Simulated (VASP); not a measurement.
# Al (Fm-3m) in VASP: further runs, part 2 of 2

VASP 6.6.1. The steps go on from the part before.

## (3) Relaxation of cell and atoms, r2SCAN

This run uses another cell than the first one, of 16.60 Å³/atom, 1.050 times its volume.

Input file INCAR:

```
SYSTEM = Al
PREC     = Accurate       ! precision mode
ENCUT    = 600            ! plane-wave cutoff, eV
EDIFF    = 1E-6           ! SCF threshold, eV
ISMEAR   = 1              ! smearing method
SIGMA    = 0.1            ! smearing width, eV
LREAL    = .False.        ! projectors in reciprocal space
LASPH    = .True.         ! aspherical terms in the spheres
NELM     = 80             ! most SCF steps
ALGO     = Normal         ! electronic algorithm
ISIF     = 3              ! what is computed and relaxed
LWAVE    = .False.        ! write WAVECAR
LCHARG   = .False.        ! write CHGCAR
METAGGA  = R2SCAN         ! meta-GGA
LMIXTAU  = .True.       
IBRION   = 2              ! ionic algorithm
NSW      = 90             ! ionic steps
EDIFFG   = -0.01          ! ionic threshold
```

Input file KPOINTS:

```
regular mesh
0
Gamma
  18 18 18
  0 0 0
```

Input file POSCAR:

```
Al
1.0
    0.0000000000      2.0248050000      2.0248050000
    2.0248050000      0.0000000000      2.0248050000
    2.0248050000      2.0248050000      0.0000000000
Al
1
Direct
    0.0000000000      0.0000000000      0.0000000000
```

Potentials or basis: VASP PAW PBE potentials, release 64 (Al).

The run is started by

```console
cat potpaw_PBE.64/Al/POTCAR > POTCAR
mpirun -np 1 vasp_std > vasp.out
```

Wall time 90 s (1 thread of Intel Xeon Platinum 8488C (Sapphire Rapids), shared host); peak memory 0.15 GiB.

Results (log left out):

```
Free energy                            : -6.7357 eV
Relaxed volume                         : 15.84 Å³/atom
Relaxed cell                           : a = 2.819 Å, b = 2.819 Å, c = 2.819 Å, α = 60.00°, β = 60.00°, γ = 60.00°
Space group after relaxing (to 0.05 Å) : Fm-3m (No. 225)
Energy gained by relaxing              : 9.8 meV/atom
Ionic steps                            : 3
Pressure after relaxing                : 0.0 GPa
Band gap on the k mesh                 : none (metal or under the smearing width)
```

The path:
```csv
step,energy change (eV),largest force (eV/Å),pressure (GPa),volume (Å³)
1,0.0000,0.0000,-3.92,16.60
2,-0.0091,0.0000,1.17,15.65
3,-0.0098,0.0000,0.03,15.84
```

Final structure:
```cif
data_structure
_symmetry_space_group_name_H-M 'P 1'
_symmetry_Int_Tables_number 1
_cell_length_a 2.8187
_cell_length_b 2.8187
_cell_length_c 2.8187
_cell_angle_alpha 60.000
_cell_angle_beta 60.000
_cell_angle_gamma 60.000
_cell_volume 15.84
loop_
_atom_site_label
_atom_site_type_symbol
_atom_site_fract_x
_atom_site_fract_y
_atom_site_fract_z
_atom_site_occupancy
Al1 Al 0.00000 0.00000 0.00000 1
```

Levels at points of the mesh, in eV from the Fermi level:
| k point | band 1 | band 2 | band 3 | band 4 |
| --- | --- | --- | --- | --- |
| (0.00, 0.00, 0.00) | -12.13 | 13.56 | 13.56 | 13.56 |
| (0.50, 0.00, 0.00) | -5.17 | -4.59 | 12.28 | 12.28 |
| (0.50, 0.50, 0.00) | -3.26 | -1.67 | 5.47 | 6.21 |

Caveat: the PAW data sets were made with another functional, which shifts forces and pressure a little.

## (4) Relaxation of cell and atoms, r2SCAN

Changes to INCAR since step 3:

```diff
@@ -3,3 +3,3 @@
 ENCUT    = 600            ! plane-wave cutoff, eV
-EDIFF    = 1E-6           ! SCF threshold, eV
+EDIFF    = 1E-7           ! SCF threshold, eV
 ISMEAR   = 1              ! smearing method
@@ -17,2 +17,2 @@
 NSW      = 90             ! ionic steps
-EDIFFG   = -0.01          ! ionic threshold
+EDIFFG   = -0.005         ! ionic threshold
```

KPOINTS is that of step 3.

Input file POSCAR:

```
Al                                      
1.0
   -0.0000000000      1.9931565540      1.9931565540
    1.9931565540      0.0000000000      1.9931565540
    1.9931565540      1.9931565540     -0.0000000000
  Al            
     1
Direct
     0.0000000000000000    0.0000000000000000    0.0000000000000000
```

The run is started by

```console
cat potpaw_PBE.64/Al/POTCAR > POTCAR
mpirun -np 1 vasp_std > vasp.out
```

Run time: 69 s. Hardware: 1 thread of Intel Xeon Platinum 8488C (Sapphire Rapids), shared host; peak memory 0.14 GiB.

The run converged. Its results:

```yaml
Free_energy: -6.7357 eV
Pressure_after_relaxing: 0.0 GPa
Band_gap_on_the_k_mesh: none (metal or under the smearing width)
```

Final structure:
```
CELL_PARAMETERS angstrom
0.00000 1.99316 1.99316
1.99316 0.00000 1.99316
1.99316 1.99316 0.00000
ATOMIC_POSITIONS crystal
Al 0.00000 0.00000 0.00000
```

Levels at points of the mesh, in eV from the Fermi level:
| k point | band 1 | band 2 | band 3 | band 4 | band 5 |
| --- | --- | --- | --- | --- | --- |
| (0.00, 0.00, 0.00) | -12.13 | 13.56 | 13.56 | 13.56 | 15.80 |
| (0.50, 0.00, 0.00) | -5.17 | -4.59 | 12.28 | 12.28 | 12.78 |
| (0.50, 0.50, 0.00) | -3.26 | -1.67 | 5.47 | 6.21 | 6.21 |

Caveat: the relaxation stopped at its first step, so nothing moved; the PAW data sets were made with another functional, which shifts forces and pressure a little.

## (5) Relaxation of cell and atoms, PBEsol

This run uses another cell than the first one, of 16.60 Å³/atom, 1.050 times its volume.

Input file INCAR:

```
PREC = Accurate ; ENCUT = 600
EDIFF = 1E-6 ; ISMEAR = 1
SIGMA = 0.1 ; LREAL = False
LASPH = True ; NELM = 80
ALGO = Normal ; ISIF = 3
LWAVE = False ; LCHARG = False
GGA = PS ; IBRION = 2
NSW = 90 ; EDIFFG = -0.01
```

Input file KPOINTS:

```
Automatic mesh
0
Gamma
  18 18 18
```

Input file POSCAR:

```
Al
1.0
    0.0000000000      2.0248050000      2.0248050000
    2.0248050000      0.0000000000      2.0248050000
    2.0248050000      2.0248050000      0.0000000000
Al
1
Direct
    0.0000000000      0.0000000000      0.0000000000
```

The run is started by

```console
cat potpaw_PBE.64/Al/POTCAR > POTCAR
mpirun -np 1 vasp_std > vasp.out
```

Run time: 12 s. Hardware: 1 thread of Intel Xeon Platinum 8488C (Sapphire Rapids), shared host; peak memory 0.14 GiB.

It converged, with:

```
Free energy                            : -4.0893 eV
Relaxed volume                         : 16.19 Å³/atom
Relaxed cell                           : a = 2.840 Å, b = 2.840 Å, c = 2.840 Å, α = 60.00°, β = 60.00°, γ = 60.00°
Space group after relaxing (to 0.05 Å) : Fm-3m (No. 225)
Energy gained by relaxing              : 2.4 meV/atom
Ionic steps                            : 3
Pressure after relaxing                : 0.0 GPa
Band gap on the k mesh                 : none (metal or under the smearing width)
```

Step by step:
| step | energy change (eV) | largest force (eV/Å) | pressure (GPa) | volume (Å³) |
| --- | --- | --- | --- | --- |
| 1 | 0.0000 | 0.0000 | -1.87 | 16.60 |
| 2 | -0.0024 | 0.0000 | 0.26 | 16.14 |
| 3 | -0.0024 | 0.0000 | 0.00 | 16.19 |

Final structure:
```cif
data_structure
_symmetry_space_group_name_H-M 'P 1'
_symmetry_Int_Tables_number 1
_cell_length_a 2.8398
_cell_length_b 2.8398
_cell_length_c 2.8398
_cell_angle_alpha 60.000
_cell_angle_beta 60.000
_cell_angle_gamma 60.000
_cell_volume 16.19
loop_
_atom_site_label
_atom_site_type_symbol
_atom_site_fract_x
_atom_site_fract_y
_atom_site_fract_z
_atom_site_occupancy
Al1 Al 0.00000 0.00000 0.00000 1
```

Levels at points of the mesh, in eV from the Fermi level:
```
           k point  band 1  band 2  band 3  band 4  band 5
(0.00, 0.00, 0.00)  -11.25   12.71   12.71   12.71   14.34
(0.50, 0.00, 0.00)   -4.66   -4.39   11.53   11.53   11.60
(0.50, 0.50, 0.00)   -2.96   -1.60    5.27    5.68    5.68
```

Caveat: the PAW data sets were made with another functional, which shifts forces and pressure a little.

## (6) Relaxation of cell and atoms, PBEsol

This run uses another cell than the first one, of 16.19 Å³/atom, 1.024 times its volume.

Input file INCAR:

```
PREC = Accurate ; ENCUT = 600
EDIFF = 1E-7 ; ISMEAR = 1
SIGMA = 0.1 ; LREAL = False
LASPH = True ; NELM = 80
ALGO = Normal ; ISIF = 3
LWAVE = False ; LCHARG = False
GGA = PS ; IBRION = 2
NSW = 90 ; EDIFFG = -0.005
```

KPOINTS is that of step 5.

Input file POSCAR:

```
Al                                      
1.0
    0.0000000000      2.0080732952      2.0080732952
    2.0080732952     -0.0000000000      2.0080732952
    2.0080732952      2.0080732952     -0.0000000000
  Al            
     1
Direct
     0.0000000000000000    0.0000000000000000    0.0000000000000000
```

Potentials or basis: VASP PAW PBE potentials, release 64 (Al).

The run is started by

```console
cat potpaw_PBE.64/Al/POTCAR > POTCAR
mpirun -np 1 vasp_std > vasp.out
```

Wall time 9.8 s (1 thread of Intel Xeon Platinum 8488C (Sapphire Rapids), shared host); peak memory 0.14 GiB.

It converged, with:

| Property | Result |
| --- | --- |
| Free energy | -4.0893 eV |
| Pressure after relaxing | 0.0 GPa |
| Band gap on the k mesh | none (metal or under the smearing width) |

Final structure:
```
Al
1.0
     0.00000    2.00807    2.00807
     2.00807    0.00000    2.00807
     2.00807    2.00807    0.00000
Al
1
Direct
  0.00000 0.00000 0.00000
```

Levels at points of the mesh, in eV from the Fermi level:
| k point | band 1 | band 2 | band 3 | band 4 | band 5 |
| --- | --- | --- | --- | --- | --- |
| (0.00, 0.00, 0.00) | -11.25 | 12.71 | 12.71 | 12.71 | 14.34 |
| (0.50, 0.00, 0.00) | -4.66 | -4.39 | 11.53 | 11.53 | 11.60 |
| (0.50, 0.50, 0.00) | -2.96 | -1.60 | 5.27 | 5.68 | 5.68 |

Caveat: the relaxation stopped at its first step, so nothing moved; the PAW data sets were made with another functional, which shifts forces and pressure a little.

## (7) Overview

| level | potentials or basis | gap on the mesh (eV) | pressure (GPa) |
| --- | --- | --- | --- |
| LDA | VASP PAW LDA potentials, release 64 (Al) | none | 0.0 |
| r2SCAN | VASP PAW PBE potentials, release 64 (Al) | none | 0.0 |
| PBEsol | VASP PAW PBE potentials, release 64 (Al) | none | 0.0 |

Alike in all rows: task relaxation of cell and atoms; no spin polarisation; cell relaxed; k mesh 18 × 18 × 18; cutoff (eV) 600; smearing methfessel-paxton 0.1 eV.

Caveats: the relaxation stopped at its first step, so nothing moved; the PAW data sets were made with another functional, which shifts forces and pressure a little (some runs).

Absolute energies hang on the potentials; compare differences alone.
